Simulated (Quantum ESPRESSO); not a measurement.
BP:

```xyz
2
Lattice="0.0000 2.2690 2.2690 2.2690 0.0000 2.2690 2.2690 2.2690 0.0000" Properties=species:S:1:pos:R:3 pbc="T T T"
P     3.4035    3.4035    3.4035
B     0.0000    0.0000    0.0000
```

```yaml
Program: Quantum ESPRESSO 7.5
Task: phonons and Raman activities
Functional: LDA
Potentials_or_basis: PseudoDojo 0.4.1 SR LDA standard
Cutoff: 1034 eV
Density_cutoff: 4136 eV
k_mesh: 6 × 6 × 6, shifted
Occupations: fermi-dirac, width 0.05 eV
Spin: no spin polarisation
Form_of_the_LDA_correlation: PW92
Mixing_beta: 0.5
Most_SCF_iterations: 120
SCF_threshold: 4e-10 Ry
```

The cell and the atoms were relaxed first, to 11.29 Å³/atom (a = 3.173 Å, b = 3.173 Å, c = 3.173 Å, α = 60.00°, β = 60.00°, γ = 60.00°), and the response was taken there.

The first run showed a gap, so the response started from a second, tighter run with fixed occupations.

The run gives a transverse optical frequency of 821 cm⁻¹, an electronic dielectric constant of 9.13 and Born charges of ±0.64 e.

**Question.** What are the longitudinal frequency and the static dielectric constant?

**Answer.** The longitudinal mode lies at 829 cm⁻¹, 8 cm⁻¹ over the transverse one, and the static constant is 9.30. The two agree with the Lyddane-Sachs-Teller relation: (829/821)² = 1.02 and 9.30/9.13 = 1.02.
